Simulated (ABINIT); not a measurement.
SiO2 in ABINIT: convergence with pawecutdg

Input of the first run (pawecutdg 23.7); the others differ in this setting and in those tied to it:

File run.abi:

```
pp_dirpath "./"
pseudos "Si.GGA_PBE-JTH.xml, O.GGA_PBE-JTH.xml"

acell 3*1.0 Angstrom
rprim
    -2.6233364600     4.7767535050     4.4416747250
     2.6233364600    -4.7767535050     4.4416747250
     2.6233364600     4.7767535050    -4.4416747250
ntypat 2
znucl 14 8
natom 12
typat 1 1 1 1 2 2 2 2 2 2 2 2
xred
     0.2603409800     0.8449448900     0.4153960900
     0.0704512000     0.1550551100     0.9153960900
     0.7396590200     0.1550551100     0.5846039100
     0.9295488000     0.8449448900     0.0846039100
     0.5000000000     0.0000000000     0.5000000000
     0.0000000000     0.0000000000     0.0000000000
     0.7931754100     0.0000000000     0.2931754100
     0.2068245900     0.5000000000     0.2068245900
     0.2068245900     0.0000000000     0.7068245900
     0.7931754100     0.5000000000     0.7931754100
     0.8693111300     0.1193111300     0.7500000000
     0.1306888700     0.8806888700     0.2500000000
chkprim 0
chksymtnons 0
tolsym 1.0e-6

ecut 23.0
pawecutdg 23.7
pawxcdev 0
pawovlp 30

kptopt 1
ngkpt 3 3 3
nshiftk 1
shiftk 0.0 0.0 0.0

ixc 11

nband 40
occopt 3
tsmear 0.00367493

nstep 100
tolvrs 1.0e-9

iomode 3
prtwf 0
prtden 0
prteig 0
prtebands 0
enunit 1
```

Potentials or basis: JTH PAW PBE v2.0.

Command:

```bash
$ mpirun --bind-to none -np 4 abinit run.abi > log 2>&1
```

The cell comes from a database or a generator and needn't be the stable form of this composition.

Hardware: 4 MPI ranks on Arm Neoverse V1, with other jobs on the host.

```tsv
pawecutdg	energy less the tightest run, at zero smearing (meV/atom)	largest force (eV/Å)	gap on the mesh (eV)	SCF cycles	CPU time (s)
23.7	-0.12	0.188	5.455	19	280
27.6	-0.35	0.176	5.458	19	280
34.5	-0.23	0.202	5.464	19	280
41.4	0.07	0.191	5.485	18	270
50.6	-0.03	0.189	5.477	18	280
62.1	0.00	0.185	5.478	19	300
75.9	0.00	0.192	5.481	20	330
```

Against the tightest run, the energy stays within 1 meV/atom from 23.7 on; the gap on the mesh stays within 0.01 eV from 41.4 on. Not settled before the last step: the largest force (to 0.005 eV/Å). The tightest run that finished is the yardstick and may itself not be fully converged.

Caveat, for the tightest run too: the k mesh is coarse (spacing up to 0.46 Å⁻¹), so the values aren't converged; the atomic spheres overlap.
